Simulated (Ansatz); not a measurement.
# MgS (Niningerite) (Fm-3m) in Ansatz: convergence with k mesh

Aim: find how far k mesh must go before the results for MgS (Niningerite) settle, at PBE. This setting moves, with any that are tied to it; all else stays.

Everything below comes from runs of Ansatz 0.2.0. Logs are shortened: lines on timing, memory, paths and dates and some standing lists are left out, and cuts for length are marked.

### 1 Starting point

Symmetry: Fm-3m, No. 225, cubic system. Conventional cell: a = 5.203 Å, b = 5.203 Å, c = 5.203 Å, α = 90.00°, β = 90.00°, γ = 90.00°. S (site symmetry m-3m) is surrounded by 6 Mg at 2.60 Å. Mg (site symmetry m-3m) has 6 S at 2.60 Å as nearest neighbours.

### 2 With k mesh 3 × 3 × 3

The input, input.yaml:

```yaml
crystal:
  lattice:
    - [0.0, 2.60165, 2.60165]
    - [2.60165, 0.0, 2.60165]
    - [2.60165, 2.60165, 0.0]
  atoms:
    - { symbol: S, position: [0.5, 0.5, 0.5] }
    - { symbol: Mg, position: [0.0, 0.0, 0.0] }
hamiltonian:
  xc: pbe
  pseudopotentials: { kind: paw }
kpoints:
  mp_grid: { grid: [3, 3, 3] }
scf:
  occupations: { method: fermi_dirac, width: 0.1 }
output:
  forces: true
  stress: true
  eigenvalues: true
```

Potentials or basis: Ansatz PAW.

Command:

```console
ansatz run input.yaml --threads 2 --pin off --max-ram 5632MiB --backend cpu --events-out ev --progress --plain --runs-dir out
```

Standard output:

```text
Warning: RAYON_NUM_THREADS=2 ignored (pool sized by the plan → 2); use --threads N
Engine: ansatz 0.2.0, x86_64-unknown-linux-gnu
Pseudopotentials: kind: paw
Pseudopotential: S, paw, valence charge 6, recommended cutoff 420 eV (normal), S.paw.azcp
Pseudopotential: Mg, paw, valence charge 10, recommended cutoff 420 eV (normal), Mg.paw.azcp
Functional definition: PBE
  parameter kappa = 0.804
  parameter beta = 0.06672455060314922
  exchange = pbe_x(kappa = kappa, mu = beta*pi^2/3)
  correlation = pbe_c(beta = beta)
Crystal: 2 atoms, lattice volume = 35.219 Å³
Basis set: ecut = 420 eV, 701 PW (Γ), exchange–correlation on 50×50×50 points (8 copies of the dense FFT grid, shifted against one another)
Bands: 12, of which v1, the nominal top of the filled ones, is band 8 counted from 1 (7 counted from 0)
Symmetry: 48 space group operations
Space group: Fm-3m (ITA 225), of the structure as read, at distance tolerance 3.3e-5 Å
k-points: 4 of 27
Non-local potential: S, projectors of the file, l = 0: 2, l = 1: 2, l = 2: 2
Non-local potential: Mg, projectors of the file, l = 0: 3, l = 1: 2, l = 2: 1
PAW form: soft (Blöchl's): semilocal exchange-correlation on the pseudo side does not see the compensation charge
PAW one-centre angular grid: S, 110 points (default); XC on 64 Gauss nodes
PAW one-centre angular grid: Mg, 110 points (default); XC on 64 Gauss nodes
Initial density: superposition of atomic densities (neutral atoms: chi_scale 0, normalization atom), corrected by the library's trained network
Initial wavefunctions: pseudopotential atomic-orbital guess
Functional: x = pbe(κ = 0.804, μ = 0.2195149727645171), c = pbe(β = 0.06672455060314922)
SCF iter   1: F=—  HF=-2828.520109 eV  |F-HF|=—  |Δ(HF+E_count)|=         —  Δρ=4.37e-3  dr2=1.16e-2  ethr=1.77e-3  ⟨swp⟩=6.0  Hψ=288  notcnv=0
preconditioner: auto → none  [insulator: Δε(μ)=3.719 eV  Ē_g=11.848 eV  σ=0.100 eV  W_gap=1.00  n_scr=8 (ndim 8)  ℏωp=17.7 eV  f_vac=0.000  D(μ)=0.00/eV (n_scr^D=0)  ε∞_Penn≈3.2]
SCF iter   2: F=—  HF=-2828.516452 eV  |F-HF|=—  |Δ(HF+E_count)|=   3.66e-3  Δρ=1.10e-3  dr2=3.11e-4  ethr=7.28e-5  ⟨swp⟩=2.0  Hψ=100  notcnv=0
SCF iter   3: F=—  HF=-2828.516473 eV  |F-HF|=—  |Δ(HF+E_count)|=   2.11e-5  Δρ=4.84e-4  dr2=5.54e-5  ethr=1.94e-6  ⟨swp⟩=2.0  Hψ=62  notcnv=0
SCF iter   4: F=—  HF=-2828.516539 eV  |F-HF|=—  |Δ(HF+E_count)|=   6.57e-5  Δρ=4.75e-5  dr2=1.28e-6  ethr=3.46e-7  ⟨swp⟩=2.0  Hψ=55  notcnv=0
iter 5 did not close the SCF: its close was put off for the readings that it lacked (scf_convergence_deferred on its scf_iter line)
SCF iter   5: F=-2828.516539 eV  HF=-2828.516539 eV  |F-HF|=2.70e-8  |Δ(HF+E_count)|=   2.02e-7  Δρ=1.01e-5  dr2=5.08e-8  ethr=7.98e-9  ⟨swp⟩=2.0  Hψ=61  notcnv=0
SCF iter   6: F=-2828.516539 eV  HF=-2828.516539 eV  |F-HF|=3.73e-10  |Δ(HF+E_count)|=   7.36e-9  Δρ=8.97e-7  dr2=9.07e-11  ethr=3.18e-10  ⟨swp⟩=2.8  Hψ=162  notcnv=0
SCF 1 converged in 6 iterations: F = -2828.516539 eV  dr2 = 9.07e-11
SCF converged after 6 iterations
Free energy (F): -2828.516539 eV
Harris-Foulkes:  -2828.516539 eV  (|F-HF|=3.73e-10)
Internal energy: -2828.516539 eV  (E = F + TS)
E sigma→0 (E₀):  -2828.516539 eV
Fermi energy:    8.340384 eV
--- Per-component energies (eV) ---
  E_band       = -331.546450
  E_kinetic    = 186.353287
  E_local      = -1666.401296  (includes V_loc(G=0)·N_el)
  E_nonlocal   = 123.225203
  E_hartree    = 593.175369
  E_xc         = -127.989583
  E_vxc        = -127.346098  (∫ρ·V_xc dr)
  E_paw        = -893.139498  (= ΣΔE_a)
  E_vpaw       = -33.728152  (= ΣTr[D̂ρ^β])
  E_aug_tail   = -0.000002  (compensation charges beyond the density's cutoff)
  E_ewald      = -1043.740020
  E_smearing   = -0.000000  (= −TS)
  E_closure    = 0.000000  (closes the sum)
  Σ components = -2828.516539   (vs F -2828.516539, Δ=0.00e0)
--- Forces (eV/Å), atoms counted from 1 ---
  atom   1  S      0.00000000    -0.00000000    -0.00000000
  atom   2  Mg    -0.00000000     0.00000000     0.00000000
  max |Σ_I F_I| component: 3.96e-30 eV/Å
--- Stress (GPa, compression-positive) ---
        2.727628       0.000000       0.000000
       -0.000000       2.727628       0.000000
        0.000000       0.000000       2.727628
  P = ⅓ Tr σ = 2.7276 GPa (27.276 kbar)
--- Band table (eV) ---
  k-point 0: bands = ["-68.4126", "-35.1640", "-35.1640", "-35.1640", "-6.1800", "6.4900", "6.4900", "6.4900", "10.1743", "14.3426", "14.3426", "14.3426"]
  k-point 1: bands = ["-68.4123", "-35.1689", "-35.1646", "-35.1646", "-5.2651", "2.6191", "6.0246", "6.0246", "11.2225", "13.7366", "13.7366", "15.8067"]
  k-point 2: bands = ["-68.4122", "-35.1684", "-35.1658", "-35.1658", "-4.9941", "3.0672", "5.1297", "5.1297", "10.3028", "11.3664", "16.2079", "17.8270"]
  k-point 3: bands = ["-68.4122", "-35.1684", "-35.1682", "-35.1655", "-4.5485", "2.8306", "3.1463", "5.3419", "10.8487", "14.1587", "15.3061", "15.6895"]
```

Wall time 0.24 s (2 threads of AMD EPYC 9R14 (Zen 4), shared host); peak memory 0.28 GiB.

Results:

```
Free energy            : -2828.5165 eV
Pressure               : 2.7 GPa
Band gap on the k mesh : 3.68 eV, direct
```

### 3 With k mesh 4 × 4 × 4

input.yaml: that of step 2 with these lines changed.

```diff
@@ -12,3 +12,3 @@
 kpoints:
-  mp_grid: { grid: [3, 3, 3] }
+  mp_grid: { grid: [4, 4, 4] }
 scf:
```

Potentials or basis: Ansatz PAW.

Command:

```console
ansatz run input.yaml --threads 2 --pin off --max-ram 5632MiB --backend cpu --events-out ev --progress --plain --runs-dir out
```

It took 0.26 s on 2 threads of AMD EPYC 9R14 (Zen 4), shared host; peak memory 0.31 GiB.

What came out:

```yaml
Free_energy: -2828.6993 eV
Pressure: 1.5 GPa
Band_gap_on_the_k_mesh: 2.77 eV, indirect (least direct gap 3.71 eV)
```

### 4 With k mesh 5 × 5 × 5

input.yaml: that of step 3 with these lines changed.

```diff
@@ -12,3 +12,3 @@
 kpoints:
-  mp_grid: { grid: [4, 4, 4] }
+  mp_grid: { grid: [5, 5, 5] }
 scf:
```

Command:

```console
ansatz run input.yaml --threads 2 --pin off --max-ram 5632MiB --backend cpu --events-out ev --progress --plain --runs-dir out
```

Wall time 1.2 s (2 threads of AMD EPYC 9R14 (Zen 4), shared host); peak memory 0.32 GiB.

Results:

```yaml
Free_energy: -2828.7359 eV
Pressure: 1.3 GPa
Band_gap_on_the_k_mesh: 3.20 eV, indirect (least direct gap 3.72 eV)
```

### 5 With k mesh 6 × 6 × 6

input.yaml: that of step 4 with these lines changed.

```diff
@@ -12,3 +12,3 @@
 kpoints:
-  mp_grid: { grid: [5, 5, 5] }
+  mp_grid: { grid: [6, 6, 6] }
 scf:
```

Command:

```console
ansatz run input.yaml --threads 2 --pin off --max-ram 5632MiB --backend cpu --events-out ev --progress --plain --runs-dir out
```

It took 0.32 s on 2 threads of AMD EPYC 9R14 (Zen 4), shared host; peak memory 0.29 GiB.

What came out:

* Free energy: -2828.7442 eV
* Pressure: 1.2 GPa
* Band gap on the k mesh: 2.79 eV, indirect (least direct gap 3.72 eV)

### 6 With k mesh 8 × 8 × 8

input.yaml: that of step 5 with these lines changed.

```diff
@@ -12,3 +12,3 @@
 kpoints:
-  mp_grid: { grid: [6, 6, 6] }
+  mp_grid: { grid: [8, 8, 8] }
 scf:
```

Potentials or basis: Ansatz PAW.

Command:

```console
ansatz run input.yaml --threads 2 --pin off --max-ram 5632MiB --backend cpu --events-out ev --progress --plain --runs-dir out
```

It took 0.4 s on 2 threads of AMD EPYC 9R14 (Zen 4), shared host; peak memory 0.33 GiB.

The run converged. Its results:

```yaml
Free_energy: -2828.7468 eV
Pressure: 1.2 GPa
Band_gap_on_the_k_mesh: 2.79 eV, indirect (least direct gap 3.72 eV)
```

### 7 With k mesh 10 × 10 × 10

input.yaml: that of step 6 with these lines changed.

```diff
@@ -12,3 +12,3 @@
 kpoints:
-  mp_grid: { grid: [8, 8, 8] }
+  mp_grid: { grid: [10, 10, 10] }
 scf:
```

Command:

```console
ansatz run input.yaml --threads 2 --pin off --max-ram 5632MiB --backend cpu --events-out ev --progress --plain --runs-dir out
```

Run time: 0.46 s. Hardware: 2 threads of AMD EPYC 9R14 (Zen 4), shared host; peak memory 0.34 GiB.

The run converged. Its results:

```yaml
Free_energy: -2828.7470 eV
Pressure: 1.2 GPa
Band_gap_on_the_k_mesh: 2.79 eV, indirect (least direct gap 3.72 eV)
```

### 8 With k mesh 12 × 12 × 12

input.yaml: that of step 7 with these lines changed.

```diff
@@ -12,3 +12,3 @@
 kpoints:
-  mp_grid: { grid: [10, 10, 10] }
+  mp_grid: { grid: [12, 12, 12] }
 scf:
```

Command:

```console
ansatz run input.yaml --threads 2 --pin off --max-ram 5632MiB --backend cpu --events-out ev --progress --plain --runs-dir out
```

Run time: 0.57 s. Hardware: 2 threads of AMD EPYC 9R14 (Zen 4), shared host; peak memory 0.35 GiB.

The run converged. Its results:

```
Free energy            : -2828.7470 eV
Pressure               : 1.2 GPa
Band gap on the k mesh : 2.79 eV, indirect (least direct gap 3.72 eV)
```

### 9 With k mesh 14 × 14 × 14

input.yaml: that of step 8 with these lines changed.

```diff
@@ -12,3 +12,3 @@
 kpoints:
-  mp_grid: { grid: [12, 12, 12] }
+  mp_grid: { grid: [14, 14, 14] }
 scf:
```

Potentials or basis: Ansatz PAW.

Command:

```console
ansatz run input.yaml --threads 2 --pin off --max-ram 5632MiB --backend cpu --events-out ev --progress --plain --runs-dir out
```

Wall time 0.72 s (2 threads of AMD EPYC 9R14 (Zen 4), shared host); peak memory 0.38 GiB.

Results (log left out):

```
Free energy            : -2828.7470 eV
Pressure               : 1.2 GPa
Band gap on the k mesh : 2.79 eV, indirect (least direct gap 3.72 eV)
```

### 10 The series at a glance

| k mesh | energy less the tightest run, at zero smearing (meV/atom) | pressure (GPa) | gap on the mesh (eV) | SCF cycles | CPU time (s) | peak memory (GiB) |
| --- | --- | --- | --- | --- | --- | --- |
| 3 × 3 × 3 | 115.25 | 2.73 | 3.684 | 6 | 0.36 | 0.28 |
| 4 × 4 × 4 | 23.88 | 1.53 | 2.766 | 6 | 0.39 | 0.31 |
| 5 × 5 × 5 | 5.57 | 1.26 | 3.197 | 7 | 1.4 | 0.32 |
| 6 × 6 × 6 | 1.42 | 1.19 | 2.788 | 7 | 0.5 | 0.29 |
| 8 × 8 × 8 | 0.11 | 1.16 | 2.790 | 7 | 0.66 | 0.33 |
| 10 × 10 × 10 | 0.01 | 1.16 | 2.790 | 6 | 0.78 | 0.34 |
| 12 × 12 × 12 | 0.00 | 1.16 | 2.790 | 7 | 1 | 0.35 |
| 14 × 14 × 14 | 0.00 | 1.16 | 2.790 | 6 | 1.3 | 0.38 |

Against the tightest run, the energy stays within 1 meV/atom from 8 × 8 × 8 on; the pressure stays within 0.1 GPa from 5 × 5 × 5 on; the gap on the mesh stays within 0.01 eV from 6 × 6 × 6 on. Meshes of other sizes hit other points, so gaps and Fermi surfaces needn't settle smoothly. The tightest run that finished is the yardstick and may itself not be fully converged.
